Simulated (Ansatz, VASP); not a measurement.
**Ge: VASP beside Ansatz**

File INCAR:

```
SYSTEM = Ge
  PREC = Accurate
  ENCUT = 520
  EDIFF = 1E-6
  ISMEAR = 0
  SIGMA = 0.01
  LREAL = .False.
  LASPH = .True.
  NELM = 100
  ALGO = Normal
  ISIF = 2
  LWAVE = .False.
  LCHARG = .False.
  GGA = PE
  IVDW = 12
  NBANDS = 21
```

File KPOINTS:

```
Automatic mesh
0
Gamma
  6 6 6
  0 0 0
```

Contents of POSCAR:

```
Ge
1.0
    0.0000000000      2.8035372431      2.8035372431
    2.8035372431      0.0000000000      2.8035372431
    2.8035372431      2.8035372431      0.0000000000
Ge
2
Direct
    0.0000000000      0.0000000000      0.0000000000
    0.2500000000      0.2500000000      0.2500000000
```

Input for Ansatz:

```yaml
crystal:
  lattice:
    - [0.0, 2.8035372430838934, 2.8035372430838934]
    - [2.8035372430838934, 0.0, 2.8035372430838934]
    - [2.8035372430838934, 2.8035372430838934, 0.0]
  atoms:
    - { symbol: Ge, position: [0.0, 0.0, 0.0] }
    - { symbol: Ge, position: [0.25, 0.25, 0.25] }
basis:
  ecutwfc: 470.0
kpoints:
  mp_grid:
    grid: [6, 6, 6]
hamiltonian:
  xc: pbe
  dispersion: d3bj
scf:
  self_checks: low
  occupations:
    method: fixed
```

Alike in both runs: task single point; functional PBE; dispersion D3(BJ); k mesh 6 × 6 × 6; no spin polarisation.

|  | VASP | Ansatz |
| --- | --- | --- |
| version | VASP 6.6.1 | Ansatz 0.2.0 |
| potentials or method | VASP PAW PBE potentials, release 64 (Ge_d) | plane waves, PAW |
| plane-wave cutoff (eV) | 520 | 470 |
| occupations | gaussian, width 0.01 eV | fixed |
| valence electrons in the cell | 28 | 28 |

```tsv
	VASP	Ansatz	Ansatz less VASP
dispersion energy (meV/atom)	-305.5	-305.6	-0.08
```
